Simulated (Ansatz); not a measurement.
## How far is PAW off for KCl?

```xyz
2
Lattice="0.0000 3.1561 3.0614 3.1561 0.0000 3.0614 3.1561 3.1561 0.0000" Properties=species:S:1:pos:R:3 pbc="T T T"
K     0.0000    0.0000    0.0000
Cl    3.1561    3.1561    3.0614
```

Atom numbers follow the list: K1, Cl2.

The structure is an experimental refinement, used without relaxation. The listed cell was then made from it by scaling, straining or moving an atom.

All numbers are computed: DFT, PBE, PAW with Ansatz's default frozen-core files, scalar-relativistic (Ansatz 0.2.0); DFT, PBE, all-electron LAPW, scalar-relativistic (Ansatz 0.2.0).

For PAW: a Γ-centred 7×7×7 k mesh, Fermi–Dirac smearing of 0.03 eV, cutoff 420 eV, no spin polarisation. LAPW targets a basis error of 1 meV/atom. The Ansatz runs share mesh, smearing and spin set-up. Plane-wave (PAW) pressures include the program's estimate of the Pulay term.

Stress and pressure are positive in compression.

PAW results:

```csv
quantity,PAW
pressure (GPa),1.25
stress xx (GPa),0.80
stress zz (GPa),2.16
band gap (eV),5.243
```

Task: What does all-electron LAPW give for the same quantities?

Result: 
| quantity | LAPW |
| --- | --- |
| pressure (GPa) | 1.25 |
| stress xx (GPa) | 0.80 |
| stress zz (GPa) | 2.16 |
| band gap (eV) | 5.242 |
